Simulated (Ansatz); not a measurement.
# Moving the dispersion correction in SrCl2

The cell as given:

It takes space group Fm-3m (No. 225, cubic). Conventional cell: a = 6.977 Å, b = 6.977 Å, c = 6.977 Å, α = 90.00°, β = 90.00°, γ = 90.00°. Sr (site symmetry m-3m) has 8 Cl at 3.02 Å as nearest neighbours. Cl (site symmetry -43m) is surrounded by 4 Sr at 3.02 Å.

Kept alike: task relaxation of cell and atoms; functional PBE; k mesh 7 × 7 × 7; occupations fermi-dirac, width 0.05 eV; no spin polarisation. Program: Ansatz, Ansatz PAW, cutoff 420 eV. The mesh is that of the run's cell of 3 atoms. No spin-orbit coupling.

| dispersion correction | volume (Å³/atom) |
| --- | --- |
| D3(BJ) | 28.065 |
| D3(BJ)-ATM | 28.146 |
| D4 | 28.200 |
| none | 29.057 |

The relaxations keep at least the cell's symmetry (Fm-3m). Relaxations stop with a little pressure left, so the last digits of a volume or edge aren't settled.

Task: What does the dispersion correction change here?

Result: The volume runs from 28.065 (D3(BJ)) to 29.057 Å³/atom (none). Against no correction: D3(BJ) -3.4 %; D3(BJ)-ATM -3.1 %; D4 -2.9 %. Dispersion terms mostly attract and so lower the volume; the schemes' coefficients and damping set how far.
